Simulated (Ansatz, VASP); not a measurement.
## One calculation of Sb, two programs

```
CELL_PARAMETERS angstrom
3.16000 0.00000 0.00000
0.00000 3.16000 0.00000
0.00000 0.00000 3.16000
ATOMIC_POSITIONS crystal
Sb 0.00000 0.00000 0.00000
```

This isn't the form of Sb at room conditions, which is rhombohedral.

Alike in both runs: task single point; functional PBEsol; k mesh 16 × 16 × 16; occupations gaussian, width 0.15 eV; no spin polarisation.

```csv
,VASP,Ansatz
version,VASP 6.6.1,Ansatz 0.2.0
potentials or method,"VASP PAW PBE potentials, release 64 (Sb)","scalar-relativistic, plane waves, PAW"
plane-wave cutoff (eV),520,420
valence electrons in the cell,5,15
```

```tsv
	VASP	Ansatz	Ansatz less VASP
gap on the k mesh at the Fermi level (eV)	none	none	-
pressure (GPa)	-4.9	-4.9	-0.03
```

A gap of «none» marks a metal or a gap that the smearing closes. With one functional, cell and mesh, what is left measures potentials, basis and numerics. The two sets of potentials don't hold the same shells in valence.

Caveats: the PAW data sets were made with another functional, which shifts forces and pressure a little (VASP). Spin-orbit coupling is left out, which matters for the levels of Sb.
